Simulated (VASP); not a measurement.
A run of VASP 6.6.1:

INCAR

```
SYSTEM = Hf
ALGO     = Normal         ! electronic algorithm
EDIFF    = 1E-7           ! SCF threshold, eV
ENCUT    = 520            ! plane-wave cutoff, eV
GGA      = PE             ! functional
ISIF     = 2              ! what is computed and relaxed
ISMEAR   = -1             ! smearing method
LASPH    = .True.         ! aspherical terms in the spheres
LCHARG   = .False.        ! write CHGCAR
LREAL    = .False.        ! projectors in reciprocal space
LWAVE    = .False.        ! write WAVECAR
NBANDS   = 11             ! bands
NELM     = 60             ! most SCF steps
PREC     = Accurate       ! precision mode
SIGMA    = 0.05           ! smearing width, eV
```

The input KPOINTS:

```
k-points
0
Gamma
  9 9 9
  0 0 0
```

POSCAR

```
Hf
1.0
    2.9138100000      0.0000000000      0.0000000000
    0.0000000000      2.9138100000      0.0000000000
    0.0000000000      0.0000000000      2.9138100000
Hf
1
Direct
    0.5000000000      0.5000000000      0.5000000000
```

Potentials or basis: VASP PAW PBE potentials, release 64 (Hf_pv).

Launch:

```sh
$ cat potpaw_PBE.64/Hf_pv/POTCAR > POTCAR
$ mpirun -np 1 vasp_std > vasp.out
```

Hardware: 1 thread of Intel(R) Xeon(R) 6975P-C (Granite Rapids), on a shared host.

Q: Estimate the wall time of this run.

A: Run time: 4.3 s on 1 thread of Intel(R) Xeon(R) 6975P-C (Granite Rapids), on a shared host, peak memory 0.13 GiB. Counts: scf iterations 12, k points 35.
